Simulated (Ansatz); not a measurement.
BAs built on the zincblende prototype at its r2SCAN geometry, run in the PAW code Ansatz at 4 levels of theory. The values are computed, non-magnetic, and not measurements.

The PBE+SOC input:
```yaml
crystal:
  lattice:
    - [0.0, 2.3918676044, 2.3918676044]
    - [2.3918676044, 0.0, 2.3918676044]
    - [2.3918676044, 2.3918676044, 0.0]
  atoms:
    - { symbol: B, position: [0.0, 0.0, 0.0] }
    - { symbol: As, position: [0.25, 0.25, 0.25] }
kpoints:
  mp_grid: { grid: [10, 10, 10] }
  band_path:
    path:
      - [0.0, 0.0, 0.0]
      - [-0.5, -0.5, 0.0]
      - [-0.375, -0.375, 0.25]
      - [-0.375, 0.0, 0.375]
      - [0.0, 0.0, 0.5]
      - [-0.5, -0.25, 0.25]
      - [0.0, 0.398437, 0.398438]
    npoints: 1
hamiltonian:
  xc: pbe
scf:
  occupations: { method: fermi_dirac, width: 0.02 }
  n_extra_bands: 8
magnetization:
  noncollinear: true
  spin_orbit: true
output:
  forces: true
  stress: true
  eigenvalues: true
```

Main results, then, where recorded, the levels near the gap in eV from the Fermi energy (columns number the bands from 0), one row a point of the path (Γ, X, U, K, L, W, Γ–X (0.80)):
```
Crystal: 2 atoms, lattice volume = 27.368 Å³
Symmetry: 24 space group operations + 24 with time reversal
Magnetic group: BNS 216.75 (UNI 1577)
```
```
Basis set: ecut = 420 eV, 531 PW (Γ)
Bands: 26, of which v1, the nominal top of the filled ones, is band 18 counted from 1 (17 counted from 0)
k-points: 47 of 1000 (time reversal used)
Free energy (F): -5012.228226 eV
Fermi energy:    11.673820 eV
--- Stress (GPa, compression-positive) ---
        2.161016       0.000000       0.000000
        0.000000       2.161016       0.000000
        0.000000       0.000000       2.161016
  P = ⅓ Tr σ = 2.1610 GPa (21.610 kbar)
```
```tsv
band_10	band_11	band_12	band_13	band_14	band_15	band_16	band_17	band_18	band_19	band_20	band_21	band_22	band_23
-15.979	-15.979	-0.760	-0.760	-0.551	-0.551	-0.551	-0.551	2.520	2.520	2.732	2.732	2.732	2.732
-11.818	-11.818	-9.114	-9.114	-4.740	-4.740	-4.609	-4.609	0.829	0.829	0.838	0.838	10.655	10.655
-11.862	-11.861	-8.766	-8.702	-6.582	-6.484	-4.084	-4.081	1.430	1.441	4.907	4.943	8.568	8.585
-11.862	-11.861	-8.766	-8.702	-6.582	-6.484	-4.084	-4.081	1.430	1.441	4.907	4.943	8.568	8.585
-13.124	-13.124	-9.365	-9.365	-2.503	-2.503	-2.358	-2.358	2.050	2.050	4.130	4.130	4.216	4.216
-11.662	-11.661	-8.689	-8.612	-6.151	-6.010	-5.778	-5.762	4.646	4.653	5.302	5.304	6.138	6.188
-12.767	-12.767	-7.889	-7.889	-4.508	-4.508	-4.377	-4.377	0.573	0.573	1.668	1.668	9.662	9.662
```

PBE+SOC gives an indirect gap of 1.12 eV, from Γ to Γ–X (0.80 of the way from Γ); the least direct gap is 3.07 eV at Γ.

Task: In the first input these blocks are replaced (the band path and keys that only write files left aside):
```yaml
hamiltonian:
  xc: r2scan
scf:
  occupations: { method: fixed }
  n_extra_bands: 4
```
(magnetization left out)
What comes out?

Result:
```
Basis set: ecut = 500 eV, 725 PW (Γ)
Bands: 13, of which v1, the nominal top of the filled ones, is band 9 counted from 1 (8 counted from 0)
k-points: 47 of 1000 (time reversal used)
Free energy (F): -5021.341701 eV
Fermi energy:    10.969952 eV
--- Stress (GPa, compression-positive) ---
        0.009998       0.000000       0.000000
        0.000000       0.009998       0.000000
        0.000000       0.000000       0.009998
  P = ⅓ Tr σ = 0.0100 GPa (0.100 kbar)
```
```tsv
band_5	band_6	band_7	band_8	band_9	band_10	band_11
-16.124	0.000	0.000	0.000	3.437	3.437	3.437
-11.683	-9.040	-4.294	-4.294	1.615	1.700	12.151
-11.741	-8.648	-6.187	-3.673	2.283	5.967	9.791
-11.741	-8.648	-6.187	-3.673	2.283	5.967	9.791
-13.111	-9.212	-1.932	-1.932	2.940	5.059	5.059
-11.520	-8.585	-5.710	-5.410	5.701	6.440	7.188
-12.723	-7.705	-4.050	-4.050	1.375	2.537	11.057
```
With r2SCAN the valence top lies at Γ and the conduction bottom at Γ–X (0.80 of the way from Γ), 1.37 eV higher; the smallest vertical gap, at Γ, is 3.44 eV. The mean stress is close to zero (0.01 GPa).

HSE06. Against the first input these blocks differ (the band path and keys that only write files left aside):
```yaml
kpoints:
  mp_grid: { grid: [6, 6, 6] }
hamiltonian:
  xc: hse06
scf:
  occupations: { method: fixed }
  n_extra_bands: 4
```
(magnetization left out)

```
Basis set: ecut = 420 eV, 531 PW (Γ)
Bands: 13, of which v1, the nominal top of the filled ones, is band 9 counted from 1 (8 counted from 0)
k-points: 16 of 216 (time reversal used)
Exchange kernel: α = 0.2500, screened, ω = 0.2079 Å⁻¹, Wigner–Seitz truncation, v(0) = 1044.4584 eV·Å³, q-mesh 6×6×6
hybrid outer 1: dexx = +4.286e-3 eV, tail = 5.52e-5 eV
hybrid outer 2: dexx = +8.684e-7 eV, tail = 2.90e-8 eV, Δε = 2.86e-3 eV
Free energy (F): -5013.475121 eV
Fermi energy:    10.676271 eV
--- Stress (GPa, compression-positive) ---
       -1.055250       0.000000       0.000000
        0.000000      -1.055250       0.000000
        0.000000       0.000000      -1.055250
  P = ⅓ Tr σ = -1.0552 GPa (-10.552 kbar)
```
```tsv
band_5	band_6	band_7	band_8	band_9	band_10	band_11
-16.910	0.000	0.000	0.000	4.112	4.112	4.112
-12.225	-9.468	-4.452	-4.452	2.074	2.144	12.954
-12.279	-9.047	-6.463	-3.800	2.758	6.547	10.579
-12.279	-9.047	-6.463	-3.800	2.758	6.547	10.579
-13.726	-9.676	-1.984	-1.984	3.533	5.703	5.703
-12.044	-8.974	-5.951	-5.636	6.179	7.136	7.691
-13.329	-8.048	-4.194	-4.194	1.833	3.000	11.834
```

With HSE06 the valence top lies at Γ and the conduction bottom at Γ–X (0.80 of the way from Γ), 1.83 eV higher; the smallest vertical gap, at Γ, is 4.11 eV. At this geometry HSE06 finds -1.1 GPa, compression counted positive: its own equilibrium volume is smaller. (The program warns that its thresholds are loose for a hybrid's stress.)

PBE0. Against the first input these blocks differ (the band path and keys that only write files left aside):
```yaml
kpoints:
  mp_grid: { grid: [6, 6, 6] }
hamiltonian:
  xc: pbe0
scf:
  occupations: { method: fixed }
  n_extra_bands: 4
```
(magnetization left out)

```
Basis set: ecut = 420 eV, 531 PW (Γ)
Bands: 13, of which v1, the nominal top of the filled ones, is band 9 counted from 1 (8 counted from 0)
k-points: 16 of 216 (time reversal used)
hybrid outer 1: dexx = +6.003e-3 eV, tail = 6.28e-5 eV
hybrid outer 2: dexx = +3.475e-7 eV, tail = 3.36e-8 eV, Δε = 2.04e-3 eV
Free energy (F): -5013.493985 eV
Fermi energy:    10.344427 eV
--- Stress (GPa, compression-positive) ---
       -1.165303       0.000000       0.000000
        0.000000      -1.165303       0.000000
        0.000000       0.000000      -1.165303
  P = ⅓ Tr σ = -1.1653 GPa (-11.653 kbar)
```
```tsv
band_5	band_6	band_7	band_8	band_9	band_10	band_11
-17.012	0.000	0.000	0.000	4.786	4.786	4.786
-12.323	-9.562	-4.503	-4.503	2.761	2.824	13.698
-12.377	-9.141	-6.550	-3.847	3.443	7.268	11.318
-12.377	-9.141	-6.550	-3.847	3.443	7.268	11.318
-13.826	-9.776	-2.015	-2.015	4.216	6.408	6.408
-12.139	-9.063	-6.035	-5.719	6.900	7.864	8.407
-13.428	-8.139	-4.244	-4.244	2.512	3.689	12.575
```

With PBE0 the valence top lies at Γ and the conduction bottom at Γ–X (0.80 of the way from Γ), 2.51 eV higher; the smallest vertical gap, at Γ, is 4.79 eV. The mean pressure is -1.2 GPa (compression positive), so PBE0 would shrink the cell's volume. The stress of a hybrid is loosely converged here.

Small level splittings and stresses of the hybrids carry the error of their coarser meshes.

Totals of different functionals, or with and without spin-orbit coupling, can't be compared.

Only the levels marked +SOC include spin-orbit coupling.

The meshes of the hybrids are coarse, so their gaps aren't converged to the digits shown.
